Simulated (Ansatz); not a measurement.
MoS2:

```
CELL_PARAMETERS angstrom
3.16900 0.00000 0.00000
-1.58450 2.74443 0.00000
0.00000 0.00000 12.32400
ATOMIC_POSITIONS crystal
Mo 0.66667 0.33333 0.75000
Mo 0.33333 0.66667 0.25000
S 0.66667 0.33333 0.37700
S 0.33333 0.66667 0.87700
S 0.66667 0.33333 0.12300
S 0.33333 0.66667 0.62300
```

- Program: Ansatz 0.2.0
- Task: single point
- Functional: PBE
- Potentials or basis: all-electron LAPW, scalar-relativistic
- Cutoff: 261 eV (chosen from the basis error)
- Basis error allowed: 0.001 eV/atom
- k mesh: 10 × 10 × 3
- Occupations: fermi-dirac, width 0.05 eV
- Spin: no spin polarisation

On this cell: pressure 2.0 GPa; largest force 0.064 eV/Å; band gap on the k mesh 0.93 eV, indirect (least direct gap 1.87 eV).

The same run follows on a disturbed copy (atoms moved at random, drawn with an rms of 0.05 Å):

```xyz
6
Lattice="3.1690 0.0000 0.0000 -1.5845 2.7444 0.0000 0.0000 0.0000 12.3240" Properties=species:S:1:pos:R:3 pbc="T T T"
Mo    1.6252    0.9326    9.2677
Mo    0.0415    1.7903    3.0979
S     1.5723    0.9368    4.6686
S     0.0150    1.7765   10.8348
S     1.5887    0.9366    1.5241
S     0.0346    1.8391    7.6755
```

Question: What changes?

Answer: The energy moves by +15.8 meV/atom; pressure 1.3 GPa; largest force 1.493 eV/Å; band gap on the k mesh 0.91 eV, indirect (least direct gap 1.75 eV).

Forces in eV/Å, atoms in the order of the input:
```
Mo  -0.328 -0.757 -0.419
Mo  -0.906  1.185 -0.063
S    0.539 -0.598 -0.103
S    0.266  0.650 -0.092
S    0.372 -0.587  0.165
S    0.057  0.107  0.511
```

Stress tensor (GPa, compression positive):
```
 2.38 -0.26  0.84
-0.26  0.51  1.19
 0.84  1.19  0.96
```

Caveats: an odd mesh through Γ misses points on the zone boundary, where band edges often lie; this functional lacks dispersion, which binds the layers, so the pressure and a relaxed spacing across them are unreliable (some runs).
